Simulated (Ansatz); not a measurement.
Set up this calculation in Ansatz 0.2.0, as the native input.

* Task: projected density of states
* Functional: PBEsol
* Potentials or basis: Ansatz PAW
* Cutoff: 420 eV (not typed: the program's choice for these potentials)
* k mesh: 7 × 7 × 7
* Occupations: tetrahedron
* Spin: no spin polarisation

KBr:

```
Br K
1.0
     4.04350    0.00000    0.00000
     0.00000    4.04350    0.00000
     0.00000    0.00000    4.04350
Br K
1 1
Cartesian
  2.0217 2.0217 2.0217
  0.0000 0.0000 0.0000
```

Measurements of this composition are mostly on another form, of space group No. 225.

These files were run (other wordings do the same):

input.yaml

```yaml
crystal:
  lattice:
    - [4.043499, 0.0, 0.0]
    - [0.0, 4.043499, 0.0]
    - [0.0, 0.0, 4.043499]
  atoms:
    - { symbol: Br, position: [0.5, 0.5, 0.5] }
    - { symbol: K, position: [0.0, 0.0, 0.0] }
hamiltonian:
  xc: pbesol
  pseudopotentials: { kind: paw }
kpoints:
  mp_grid: { grid: [7, 7, 7] }
scf:
  occupations: { method: tetrahedron }
  n_extra_bands: 6
output:
  forces: true
  stress: true
  dos: { projected: true, de: 0.05, nscf_kmesh: { grid: [11, 11, 11] } }
```

Potentials or basis: Ansatz PAW.

Run with:

```sh
$ ansatz run input.yaml --threads 1 --pin off --max-ram 2560MiB --backend cpu --events-out ev --progress --plain --runs-dir out
```

It gave:

```json
{
  "Pressure": "-1.2 GPa",
  "Band gap on the k mesh": "3.73 eV, indirect (least direct gap 3.97 eV)"
}
```

Caveat: odd divisions of the mesh miss points on the zone boundary, where band edges often lie, so the gap on the mesh can be too wide; the PAW data sets come from PBE, with cores solved anew for the run's functional, which leaves a small shift of forces and pressure; with tetrahedron occupations forces and stress needn't match the slope of the energy.

It took 2.3 s on 1 thread of Arm Neoverse V2 (shared host), peak memory 0.28 GiB.
